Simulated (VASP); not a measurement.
Here is a VASP 6.6.1 calculation.

Contents of INCAR:

```
PREC = Accurate
ENCUT = 520
EDIFF = 1E-6
ISMEAR = 0
SIGMA = 0.05
LREAL = Auto
LASPH = T
NELM = 100
ALGO = Fast
ISIF = 2
LWAVE = F
LCHARG = F
GGA = PS
NBANDS = 56
```

Contents of KPOINTS:

```
Automatic mesh
0
Gamma
  2 2 1
```

File POSCAR:

```
H2C18O
1.0
    7.3980000000      0.0000000000      0.0000000000
   -3.6990000000      6.4068560000      0.0000000000
    0.0000000000      0.0000000000     12.0000000000
C O H
18 1 2
Direct
   -0.0050443529     -0.0006772433      0.0646414167
    0.2198141634      0.1117580916      0.0646230000
   -0.0028441799      0.3343686825      0.0648642500
    0.2177303304      0.4447385738      0.0646960833
   -0.0032340054      0.6657747575      0.0645397500
    0.2180847934      0.7763469321      0.0644441667
    0.3304294257      0.0011267617      0.0645415000
    0.5508436841      0.1112978035      0.0646079167
    0.3300532774      0.3322063115      0.0646467500
    0.5513398348      0.4429529866      0.0646105833
    0.3283265977      0.6660962881      0.0645010000
    0.5531464316      0.7784404706      0.0645712500
    0.6633031543     -0.0011365949      0.0646398333
    0.8846131684      0.1094396378      0.0647474167
    0.6614090220      0.3325963624      0.0646690000
    0.8863802452      0.4451432965      0.0647809167
    0.6637901248      0.6678178813      0.0645870000
    0.8842179004      0.7780454251      0.0645750000
    1.0064165243      0.5326954438      0.3406863333
    1.0559950092      0.4501971014      0.3790371667
    0.9770013226      0.4764530372      0.2653224167
```

Potentials or basis: VASP PAW PBE potentials, release 64 (C, O, H).

The run is started by

```bash
$ cat potpaw_PBE.64/C/POTCAR potpaw_PBE.64/O/POTCAR potpaw_PBE.64/H/POTCAR > POTCAR
$ mpirun -np 1 vasp_std > vasp.out
```

**Question.** What does it give for the band gap on the k mesh?

**Answer.** 0.21 eV, direct.

**Question.** What does it give for the largest force?

**Answer.** 0.150 eV/Å.

Forces on the atoms (eV/Å):
```
C    0.009 -0.007  0.001
C    0.004 -0.013  0.000
C   -0.006 -0.002 -0.001
C    0.007  0.010 -0.002
C    0.005  0.014  0.002
C   -0.010  0.002  0.004
C   -0.013 -0.009 -0.001
C    0.008  0.002  0.000
C    0.002  0.012  0.002
C   -0.012  0.002 -0.003
C    0.000 -0.003 -0.002
C   -0.001 -0.013 -0.003
C    0.004  0.007 -0.004
C   -0.013  0.003  0.001
C    0.006 -0.007 -0.002
C    0.003 -0.001  0.000
C   -0.007 -0.007  0.002
C    0.016  0.005 -0.001
O   -0.056  0.084  0.051
H    0.085 -0.053  0.100
H   -0.030 -0.027 -0.144
```

Caveat: the k mesh is coarse (spacing up to 0.49 Å⁻¹), so the values aren't converged; the PAW data sets were made with another functional, which shifts forces and pressure a little. PBEsol gaps usually lie below the measured ones, often by a third to a half.
